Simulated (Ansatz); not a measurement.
Input and command of a plane-wave DFT calculation in Ansatz:

```yaml
crystal:
  lattice:
    - [3.28372772, 0.0, 0.0]
    - [0.0, 34.85703099, 0.0]
    - [0.0, 0.0, 4.63208471]
  atoms:
    - { symbol: P, position: [-0.1832749613, 0.9605040034, 0.6348281704] }
    - { symbol: P, position: [0.0479410645, 0.0332408917, 0.3727187878] }
    - { symbol: P, position: [0.6064662014, 0.0320648944, 0.1371530753] }
    - { symbol: P, position: [0.5288676954, 0.9741902105, 0.8552999664] }
basis:
  ecutwfc: 420
kpoints:
  mp_grid: { grid: [8, 1, 6] }
hamiltonian:
  xc: pbesol
scf:
  occupations: { method: gaussian, width: 0.05 }
output:
  forces: true
  stress: true
  eigenvalues: true
```

```bash
ansatz run input.yaml --threads 2 --pin off --max-ram 5120MiB --backend cpu --events-out ev --progress --plain --runs-dir out
```

Processor: Arm Neoverse V2, 2 threads, on a host shared with other jobs.

Problem. Estimate time, memory and problem size.

Solution. About 8.6 s on 2 threads of Arm Neoverse V2, on a shared host, peak memory 0.59 GiB. It solves 14 bands at 26 k points (the mesh reduced by symmetry) with about 10485 plane waves, in 7 SCF iterations.
